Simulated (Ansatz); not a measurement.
**HfN: what symmetry allows forces and stress to be**

```
CELL_PARAMETERS angstrom
3.26030 0.00000 0.00000
-1.63015 2.82350 0.00000
0.00000 0.00000 5.71648
ATOMIC_POSITIONS crystal
Hf 0.66667 0.33333 0.74446
Hf 0.33333 0.66667 0.24446
N 0.00000 0.00000 0.00554
N 0.00000 0.00000 0.50554
```

Theory: DFT PBE, scalar-relativistic, plane waves, PAW (Ansatz).

Cutoff 420 eV; k points 15×15×8 on the computed 4-atom cell (Γ-centred); Gaussian smearing, width 0.10 eV; no spin polarisation.

This distorted cell has space group P6_3mc, with 12 operations.

Question: Without a calculation: in which directions can each atom feel a force?

Answer: A force must be left unchanged by every operation that keeps its atom in place, so it lies in the space that those operations leave fixed. Atoms that the group maps onto each other feel forces of one size.
| atom | site symmetry | operations at the site | equivalent to atom | allowed force (Cartesian) |
| --- | --- | --- | --- | --- |
| Hf1 | 3m. | 6 | 1 | along (0.00, 0.00, 1.00) |
| Hf2 | 3m. | 6 | 1 | along (0.00, 0.00, 1.00) |
| N3 | 3m. | 6 | 3 | along (0.00, 0.00, 1.00) |
| N4 | 3m. | 6 | 3 | along (0.00, 0.00, 1.00) |

That leaves 2 independent force components of 12, tied by 1 condition that the forces sum to zero, so 1 remains. A relaxation in this cell that keeps the symmetry moves the atoms in these directions alone.

Question: And the stress tensor?

Answer: It must be invariant under the point group, which leaves 2 independent components: yz, xz, xy vanish; xx = yy.

Question: Do the computed values obey this?

Answer: Yes. Forces (eV/Å):
```
Hf1  0.000  0.000  0.314
Hf2  0.000  0.000  0.314
N3   0.000  0.000 -0.314
N4   0.000  0.000 -0.314
```

Stress (GPa, compression positive, xx yy zz yz xz xy): -20.34 -20.34 -25.92 0.00 0.00 0.00. The program imposes the same operations on density, forces and stress, so this confirms the analysis and is no independent test of the calculation.

Spin–orbit coupling is left out, which can shift energies with elements as heavy as these.

This form isn't the usual stable structure of the compound.